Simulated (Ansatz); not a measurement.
# Sb (P6_3/mmc) in Ansatz: settings compared

Aim: see how the results for Sb move with the level of theory and the settings. Levels: PBE+D3(BJ), PBE+D4. Tasks: relaxation of cell and atoms.

Everything below comes from runs of Ansatz 0.2.0. Logs are shortened: lines on timing, memory, paths and dates and some standing lists are left out, and cuts for length are marked.

### 1 Starting point

The structure is hexagonal, space group P6_3/mmc (No. 194). Conventional cell: a = 3.355 Å, b = 3.355 Å, c = 5.470 Å, α = 90.00°, β = 90.00°, γ = 120.00°. Around Sb (site symmetry -6m2) lie 12 Sb at 3.35 Å.

This isn't the form of Sb at room conditions, which is rhombohedral.

### 2 Relaxation of cell and atoms, PBE+D3(BJ)

Contents of input.yaml:

```yaml
crystal:
  lattice:
    - [3.3545324186, 0.0, 0.0]
    - [-1.6772662093, 2.9051102923, 0.0]
    - [0.0, 0.0, 5.47016065]
  atoms:
    - { symbol: Sb, position: [0.6666666667, 0.3333333333, 0.75] }
    - { symbol: Sb, position: [0.3333333333, 0.6666666667, 0.25] }
hamiltonian:
  xc: pbe
  pseudopotentials: { kind: paw }
  dispersion: d3bj
kpoints:
  mp_grid: { grid: [9, 9, 5] }
scf:
  occupations: { method: fermi_dirac, width: 0.05 }
output:
  forces: true
  stress: true
  eigenvalues: true
  write_density: true
  write_potential: true
  elf: true
  volumetric_format: npy
relax:
  f_tol: 0.01
  max_steps: 40
  cell: { stress_tol: 0.05 }
```

Potentials or basis: Ansatz PAW.

Launch:

```bash
ansatz run input.yaml --threads 2 --pin off --max-ram 5632MiB --backend cpu --events-out ev --progress --plain --runs-dir out
```

The program printed:

```text
Warning: RAYON_NUM_THREADS=2 ignored (pool sized by the plan → 2); use --threads N
Engine: ansatz 0.2.0, x86_64-unknown-linux-gnu
Pseudopotentials: kind: paw
Pseudopotential: Sb, paw, valence charge 15, recommended cutoff 420 eV (normal), Sb.paw.azcp
Functional definition: PBE
  parameter kappa = 0.804
  parameter beta = 0.06672455060314922
  exchange = pbe_x(kappa = kappa, mu = beta*pi^2/3)
  correlation = pbe_c(beta = beta)
Crystal: 2 atoms, lattice volume = 53.308 Å³
Basis set: ecut = 420 eV, 1087 PW (Γ), exchange–correlation on 48×48×80 points (8 copies of the dense FFT grid, shifted against one another)
Bands: 19, of which v1, the nominal top of the filled ones, is band 15 counted from 1 (14 counted from 0)
Symmetry: 24 space group operations
Space group: P63/mmc (ITA 194), of the structure as read, at distance tolerance 3.8e-5 Å
k-points: 36 of 405
Non-local potential: Sb, projectors of the file, l = 0: 2, l = 1: 2, l = 2: 2, l = 3: 2
PAW form: soft (Blöchl's): semilocal exchange-correlation on the pseudo side does not see the compensation charge
PAW one-centre angular grid: Sb, 590 points (default); XC on 64 Gauss nodes
Initial density: superposition of atomic densities (neutral atoms: chi_scale 0, normalization atom), corrected by the library's trained network
Initial wavefunctions: pseudopotential atomic-orbital guess
Functional: x = pbe(κ = 0.804, μ = 0.2195149727645171), c = pbe(β = 0.06672455060314922)
SCF iter   1: F=—  HF=-12969.479217 eV  |F-HF|=—  |Δ(HF+E_count)|=         —  Δρ=1.49e-3  dr2=8.44e-4  ethr=1.77e-3  ⟨swp⟩=5.8  Hψ=3355  notcnv=0
preconditioner: auto → Kerker (q_TF=auto, 2.479 Å⁻¹)  [metal: Δε(μ)=0.035 eV  Ē_g=8.564 eV  σ=0.050 eV  W_gap=0.17  n_scr=22 (ndim 8)  ℏωp=16.1 eV  f_vac=0.000  D(μ)=1.57/eV (n_scr^D=10)]
SCF iter   2: F=—  HF=-12969.478008 eV  |F-HF|=—  |Δ(HF+E_count)|=   1.21e-3  Δρ=9.35e-4  dr2=3.90e-4  ethr=2.81e-6  ⟨swp⟩=2.0  Hψ=1497  notcnv=0
SCF iter   3: F=—  HF=-12969.478106 eV  |F-HF|=—  |Δ(HF+E_count)|=   9.74e-5  Δρ=4.48e-4  dr2=9.78e-5  ethr=1.30e-6  ⟨swp⟩=2.4  Hψ=1204  notcnv=0
SCF iter   4: F=—  HF=-12969.478140 eV  |F-HF|=—  |Δ(HF+E_count)|=   3.43e-5  Δρ=1.43e-4  dr2=5.39e-6  ethr=3.26e-7  ⟨swp⟩=2.0  Hψ=853  notcnv=0
SCF iter   5: F=—  HF=-12969.478137 eV  |F-HF|=—  |Δ(HF+E_count)|=   2.87e-6  Δρ=3.78e-5  dr2=4.38e-7  ethr=1.80e-8  ⟨swp⟩=2.0  Hψ=1208  notcnv=0
SCF iter   6: F=-12969.478137 eV  HF=-12969.478137 eV  |F-HF|=7.65e-9  |Δ(HF+E_count)|=   1.82e-7  Δρ=4.24e-6  dr2=9.76e-9  ethr=3.33e-10  ⟨swp⟩=9.8  Hψ=4898  notcnv=0
SCF 1 converged in 6 iterations: F = -12969.478137 eV  dr2 = 9.76e-9
relax step   1: F+E_penalty+E_count = -12969.47813703 eV  Δ(F+E_penalty+E_count) = +0.000e0 eV  max|allowed force component| = 7.980e-17 eV/Å  Δτ_max = 0.0000 Å  P = -1.676 GPa  Ω = 53.308 Å³  (6 SCF iters, dr2 threshold 1.00e-7 eV, accepted)
Crystal: 2 atoms, lattice volume = 51.215 Å³
Basis set: ecut = 420 eV, 1003 PW (Γ), exchange–correlation on 48×48×80 points (8 copies of the dense FFT grid, shifted against one another)
Initial density: handed on by an earlier stage of this run
Initial wavefunctions: those handed on with the density
iter 1 solved again at ethr=1.53e-7 eV; its pass at ethr=3.10e-3 eV (dr2=4.59e-5 eV) is discarded
SCF iter   1: F=—  HF=-12969.484719 eV  |F-HF|=—  |Δ(HF+E_count)|=         —  Δρ=3.85e-4  dr2=4.09e-5  ethr=1.53e-7  ⟨swp⟩=2.9  Hψ=4824  notcnv=0
preconditioner: auto → Kerker (q_TF=auto, 2.496 Å⁻¹)  [metal: Δε(μ)=0.072 eV  Ē_g=8.769 eV  σ=0.050 eV  W_gap=0.34  n_scr=22 (ndim 8)  ℏωp=16.4 eV  f_vac=0.000  D(μ)=1.43/eV (n_scr^D=8)]
SCF iter   2: F=—  HF=-12969.484751 eV  |F-HF|=—  |Δ(HF+E_count)|=   3.15e-5  Δρ=2.47e-4  dr2=1.94e-5  ethr=1.36e-7  ⟨swp⟩=1.0  Hψ=684  notcnv=0
SCF iter   3: F=—  HF=-12969.484766 eV  |F-HF|=—  |Δ(HF+E_count)|=   1.51e-5  Δρ=4.34e-5  dr2=1.16e-6  ethr=6.46e-8  ⟨swp⟩=2.0  Hψ=777  notcnv=0
SCF iter   4: F=-12969.484766 eV  HF=-12969.484766 eV  |F-HF|=1.02e-8  |Δ(HF+E_count)|=   5.38e-7  Δρ=6.83e-6  dr2=3.59e-8  ethr=6.67e-10  ⟨swp⟩=10.0  Hψ=4680  notcnv=0
SCF 2 converged in 4 iterations: F = -12969.484766 eV  dr2 = 3.59e-8
relax step   2: F+E_penalty+E_count = -12969.48476615 eV  Δ(F+E_penalty+E_count) = -6.629e-3 eV  max|allowed force component| = 1.850e-17 eV/Å  Δτ_max = 0.0000 Å  P = +0.853 GPa  Ω = 51.215 Å³  energy of the carried Pulay correction = +5.248e-4 eV  (4 SCF iters, dr2 threshold 2.00e-7 eV, accepted)
Crystal: 2 atoms, lattice volume = 51.903 Å³
Basis set: ecut = 420 eV, 1015 PW (Γ), exchange–correlation on 48×48×80 points (8 copies of the dense FFT grid, shifted against one another)
iter 1 solved again at ethr=1.26e-7 eV; its pass at ethr=3.10e-3 eV (dr2=3.77e-5 eV) is discarded
SCF iter   1: F=—  HF=-12969.486296 eV  |F-HF|=—  |Δ(HF+E_count)|=         —  Δρ=1.34e-4  dr2=5.00e-6  ethr=1.26e-7  ⟨swp⟩=3.0  Hψ=4536  notcnv=0
preconditioner: auto → Kerker (q_TF=auto, 2.490 Å⁻¹)  [metal: Δε(μ)=0.052 eV  Ē_g=8.700 eV  σ=0.050 eV  W_gap=0.25  n_scr=22 (ndim 8)  ℏωp=16.3 eV  f_vac=0.000  D(μ)=1.52/eV (n_scr^D=8)]
SCF iter   2: F=—  HF=-12969.486302 eV  |F-HF|=—  |Δ(HF+E_count)|=   6.02e-6  Δρ=8.54e-5  dr2=2.32e-6  ethr=1.67e-8  ⟨swp⟩=1.0  Hψ=684  notcnv=0
SCF iter   3: F=-12969.486304 eV  HF=-12969.486304 eV  |F-HF|=6.06e-8  |Δ(HF+E_count)|=   1.76e-6  Δρ=1.45e-5  dr2=1.28e-7  ethr=6.67e-10  ⟨swp⟩=7.5  Hψ=4382  notcnv=0
SCF 3 converged in 3 iterations: F = -12969.486304 eV  dr2 = 1.28e-7
relax step   3: F+E_penalty+E_count = -12969.48630417 eV  Δ(F+E_penalty+E_count) = -1.538e-3 eV  max|allowed force component| = 6.708e-17 eV/Å  Δτ_max = 0.0000 Å  P = -0.044 GPa  Ω = 51.903 Å³  energy of the carried Pulay correction = +3.501e-4 eV  (3 SCF iters, dr2 threshold 2.00e-7 eV, accepted)
Crystal: 2 atoms, lattice volume = 51.869 Å³
iter 1 solved again at ethr=6.51e-10 eV; its pass at ethr=3.10e-3 eV (dr2=1.95e-7 eV) is discarded
SCF iter   1: F=—  HF=-12969.486317 eV  |F-HF|=—  |Δ(HF+E_count)|=         —  Δρ=1.39e-5  dr2=1.08e-7  ethr=6.51e-10  ⟨swp⟩=3.8  Hψ=4454  notcnv=0
preconditioner: auto → Kerker (q_TF=auto, 2.490 Å⁻¹)  [metal: Δε(μ)=0.052 eV  Ē_g=8.703 eV  σ=0.050 eV  W_gap=0.25  n_scr=22 (ndim 8)  ℏωp=16.3 eV  f_vac=0.000  D(μ)=1.52/eV (n_scr^D=8)]
SCF iter   2: F=—  HF=-12969.486320 eV  |F-HF|=—  |Δ(HF+E_count)|=   2.83e-6  Δρ=9.75e-6  dr2=5.62e-8  ethr=3.60e-10  ⟨swp⟩=1.0  Hψ=684  notcnv=0
SCF iter   3: F=-12969.486320 eV  HF=-12969.486320 eV  |F-HF|=7.17e-10  |Δ(HF+E_count)|=   2.35e-8  Δρ=1.73e-6  dr2=1.91e-9  ethr=4.46e-11  ⟨swp⟩=6.1  Hψ=3544  notcnv=0
SCF 4 converged in 3 iterations: F = -12969.486320 eV  dr2 = 1.91e-9
relax step   4: F+E_penalty+E_count = -12969.48632023 eV  Δ(F+E_penalty+E_count) = -1.605e-5 eV  max|allowed force component| = 3.701e-17 eV/Å  Δτ_max = 0.0000 Å  P = +0.000 GPa  Ω = 51.869 Å³  energy of the carried Pulay correction = +3.587e-4 eV  (3 SCF iters, dr2 threshold 1.34e-8 eV, accepted)
Initial wavefunctions: pseudopotential atomic-orbital guess (no wavefunctions were taken with the density)
iter 1 solved again at ethr=2.09e-7 eV; its pass at ethr=3.10e-3 eV (dr2=6.26e-5 eV) is discarded
SCF iter   1: F=—  HF=-12969.485928 eV  |F-HF|=—  |Δ(HF+E_count)|=         —  Δρ=2.89e-5  dr2=5.22e-8  ethr=2.09e-7  ⟨swp⟩=2.9  Hψ=5013  notcnv=0
SCF iter   2: F=—  HF=-12969.485934 eV  |F-HF|=—  |Δ(HF+E_count)|=   5.72e-6  Δρ=1.56e-5  dr2=1.59e-8  ethr=1.74e-10  ⟨swp⟩=2.4  Hψ=1239  notcnv=0
SCF iter   3: F=—  HF=-12969.485934 eV  |F-HF|=—  |Δ(HF+E_count)|=   5.56e-8  Δρ=1.32e-6  dr2=4.66e-10  ethr=5.31e-11  ⟨swp⟩=2.0  Hψ=1220  notcnv=0
SCF iter   4: F=—  HF=-12969.485934 eV  |F-HF|=—  |Δ(HF+E_count)|=  1.38e-10  Δρ=6.98e-7  dr2=1.51e-10  ethr=1.55e-12  ⟨swp⟩=2.4  Hψ=1238  notcnv=0
SCF iter   5: F=-12969.485934 eV  HF=-12969.485934 eV  |F-HF|=2.36e-11  |Δ(HF+E_count)|=  2.00e-11  Δρ=2.73e-7  dr2=1.98e-11  ethr=1.00e-12  ⟨swp⟩=4.8  Hψ=3353  notcnv=0
SCF 5 converged in 5 iterations: F = -12969.485934 eV  dr2 = 1.98e-11
relax step   5: F+E_penalty+E_count = -12969.48593405 eV  Δ(F+E_penalty+E_count) = +3.862e-4 eV  max|allowed force component| = 3.123e-17 eV/Å  Δτ_max = 0.0000 Å  P = +0.004 GPa  Ω = 51.869 Å³  stress off target by 1.86e-2 GPa  SCF on the basis re-selected at this cell (its energy is not comparable with the rows above)  (5 SCF iters)
basis re-selected at this cell: Δ(F+E_penalty+E_count) = +3.862e-4 eV, ΔP = +0.004 GPa vs the last step (what re-selecting the basis moved, of the pressure what is left beyond the Pulay correction that the steps carried, after the strain that the cell walked since its last selection, with what the two solves' SCF thresholds leave and, on support functions, any second-order correction that the steps lacked; it is no measure of the basis error at this ecutwfc). This SCF's stress stands 1.86e-2 GPa from its target on what of the cell is left free (relax.cell.stress_tol is 5.00e-2 GPa) and its largest allowed force component is 3.12e-17 eV/Å (relax.f_tol is 1.00e-2 eV/Å): within both
SCF converged after 5 iterations
Free energy (F): -12969.485934 eV
Harris-Foulkes:  -12969.485934 eV  (|F-HF|=2.36e-11)
Internal energy: -12969.474318 eV  (E = F + TS)
E sigma→0 (E₀):  -12969.480126 eV
Entropy (-TS):   -0.011616 eV (-5.808 meV/atom)
Fermi energy:    12.208202 eV
--- Per-component energies (eV) ---
  E_band       = -271.597794
  E_kinetic    = 414.310466
  E_local      = -2805.983043  (includes V_loc(G=0)·N_el)
  E_nonlocal   = 723.152022
  E_hartree    = 1288.112093
  E_xc         = -277.697386
  E_vxc        = -193.547872  (∫ρ·V_xc dr)
  E_paw        = -9149.005337  (= ΣΔE_a)
  E_vpaw       = -985.753303  (= ΣTr[D̂ρ^β])
  E_aug_tail   = -0.000003  (compensation charges beyond the density's cutoff)
  E_ewald      = -3161.273751
  E_disp       = -1.089378  (pairwise vdW)
  E_smearing   = -0.011616  (= −TS)
  E_closure    = 0.000000  (closes the sum)
  Σ components = -12969.485934   (vs F -12969.485934, Δ=0.00e0)
--- Forces (eV/Å), atoms counted from 1 ---
  atom   1  Sb     0.00000000     0.00000000     0.00000000
  atom   2  Sb     0.00000000    -0.00000000     0.00000000
  max |Σ_I F_I| component: 9.25e-18 eV/Å
--- Stress (GPa, compression-positive) ---
        0.014709       0.000000       0.000000
        0.000000       0.014709       0.000000
        0.000000       0.000000      -0.018553
  P = ⅓ Tr σ = 0.0036 GPa (0.036 kbar)
--- Band table (eV; the first three rows and the last of 36) ---
  k-point 0: bands = ["-17.0586", "-17.0495", "-17.0389", "-17.0389", "-17.0340", "-17.0340", "-17.0296", "-17.0296", "-16.9719", "-16.9719", "-0.9322", "3.0938", "6.2431", "16.0002", "16.0002", "17.7246", "17.7246", "18.0514", "20.2549"]
  k-point 1: bands = ["-17.0576", "-17.0502", "-17.0451", "-17.0451", "-17.0368", "-17.0368", "-17.0175", "-17.0175", "-16.9751", "-16.9751", "-0.7252", "2.1966", "7.5562", "16.1559", "16.1559", "16.1784", "17.5712", "17.5712", "20.4023"]
  k-point 2: bands = ["-17.0550", "-17.0522", "-17.0470", "-17.0470", "-17.0428", "-17.0428", "-16.9999", "-16.9999", "-16.9847", "-16.9847", "-0.1079", "0.8995", "10.0842", "13.0711", "16.5812", "16.5812", "17.1330", "17.1330", "20.8471"]
  k-point 35: bands = ["-17.0578", "-17.0578", "-17.0413", "-17.0092", "-16.9977", "-16.9974", "-16.9974", "-16.9929", "-16.9712", "-16.9712", "4.4004", "4.4004", "7.9842", "7.9842", "8.4789", "9.4424", "15.0455", "15.0455", "19.0702"]
--- Relaxed structure (4 steps of the walk, 4 accepted, 1 SCFs on fresh bases) ---
  F+E_penalty+E_count = -12969.48593405 eV   max|allowed force component| = 3.123e-17 eV/Å   (the final SCF, on the basis selected at the relaxed cell)
  cell:  # Å, volume = 51.8690 Å³
    - [3.327119248486807, 0.0, 0.0]
    - [-1.6635596242434034, 2.881369790609765, 0.0]
    - [0.0, 0.0, 5.410542831941953]
  atoms:
    - { symbol: Sb, position: [0.6666666666666666, 0.3333333333333333, 0.7499999999999999] }
    - { symbol: Sb, position: [0.3333333333333333, 0.6666666666666666, 0.24999999999999997] }
```

Run time: 2.2 s. Hardware: 2 threads of AMD EPYC 9R45 (Zen 5), shared host; peak memory 0.38 GiB.

Results:

| Property | Result |
| --- | --- |
| Free energy | -12969.4859 eV |
| Relaxed volume | 25.93 Å³/atom |
| Relaxed cell | a = 3.327 Å, b = 3.327 Å, c = 5.411 Å, α = 90.00°, β = 90.00°, γ = 120.00° |
| Space group after relaxing (to 0.05 Å) | P6_3/mmc (No. 194) |
| Energy gained by relaxing | 3.9 meV/atom |
| Ionic steps | 5 |
| Pressure after relaxing | 0.0 GPa |
| Band gap on the k mesh | none (metal or under the smearing width) |

Step by step:
| step | energy change (eV) | largest force (eV/Å) | volume (Å³) |
| --- | --- | --- | --- |
| 1 | 0.0000 | 0.0000 | 53.31 |
| 2 | -0.0066 | 0.0000 | 51.22 |
| 3 | -0.0082 | 0.0000 | 51.90 |
| 4 | -0.0082 | 0.0000 | 51.87 |
| 5 | -0.0078 | 0.0000 | 51.87 |

Final structure:
```
CELL_PARAMETERS angstrom
3.32712 0.00000 0.00000
-1.66356 2.88137 0.00000
0.00000 0.00000 5.41054
ATOMIC_POSITIONS crystal
Sb 0.66667 0.33333 0.75000
Sb 0.33333 0.66667 0.25000
```

Caveat: the plane-wave basis is chosen anew once the cell has moved, so the energies of steps on either side of that aren't comparable; pairwise dispersion overbinds metals, which lowers pressure and volume. Spin-orbit coupling is left out, which matters for the levels of Sb.

### 3 Relaxation of cell and atoms, PBE+D4

input.yaml: that of step 2 with these lines changed.

```diff
@@ -11,3 +11,3 @@
   pseudopotentials: { kind: paw }
-  dispersion: d3bj
+  dispersion: d4
 kpoints:
@@ -20,6 +20,2 @@
   eigenvalues: true
-  write_density: true
-  write_potential: true
-  elf: true
-  volumetric_format: npy
 relax:
```

Potentials or basis: Ansatz PAW.

Launch:

```bash
ansatz run input.yaml --threads 2 --pin off --max-ram 5632MiB --backend cpu --events-out ev --progress --plain --runs-dir out
```

Wall time 2.2 s (2 threads of AMD EPYC 9R45 (Zen 5), shared host); peak memory 0.41 GiB.

Results (log left out):

```yaml
Free_energy: -12969.5606 eV
Relaxed_volume: 25.95 Å³/atom
Relaxed_cell: a = 3.328 Å, b = 3.328 Å, c = 5.411 Å, α = 90.00°, β = 90.00°, γ = 120.00°
Space_group_after_relaxing_to_0.05_Å: P6_3/mmc (No. 194)
Energy_gained_by_relaxing: 3.7 meV/atom
Ionic_steps: 5
Pressure_after_relaxing: 0.0 GPa
Band_gap_on_the_k_mesh: none (metal or under the smearing width)
```

Step by step:
| step | energy change (eV) | largest force (eV/Å) | volume (Å³) |
| --- | --- | --- | --- |
| 1 | 0.0000 | 0.0000 | 53.31 |
| 2 | -0.0063 | 0.0000 | 51.25 |
| 3 | -0.0078 | 0.0000 | 51.94 |
| 4 | -0.0079 | 0.0000 | 51.91 |
| 5 | -0.0075 | 0.0000 | 51.91 |

Final structure:
```cif
data_structure
_symmetry_space_group_name_H-M 'P 1'
_symmetry_Int_Tables_number 1
_cell_length_a 3.3281
_cell_length_b 3.3281
_cell_length_c 5.4110
_cell_angle_alpha 90.000
_cell_angle_beta 90.000
_cell_angle_gamma 120.000
_cell_volume 51.91
loop_
_atom_site_label
_atom_site_type_symbol
_atom_site_fract_x
_atom_site_fract_y
_atom_site_fract_z
_atom_site_occupancy
Sb1 Sb 0.66667 0.33333 0.75000 1
Sb2 Sb 0.33333 0.66667 0.25000 1
```

Levels at points of the mesh, in eV from the Fermi level:
```
           k point  band 11  band 12  band 13  band 14  band 15  band 16  band 17  band 18  band 19
(0.00, 0.00, 0.00)   -13.13    -9.11    -5.96     3.79     3.79     5.51     5.51     5.84     8.04
```

Caveat: the plane-wave basis is chosen anew once the cell has moved, so the energies of steps on either side of that aren't comparable; pairwise dispersion overbinds metals, which lowers pressure and volume. Spin-orbit coupling is left out, which matters for the levels of Sb.
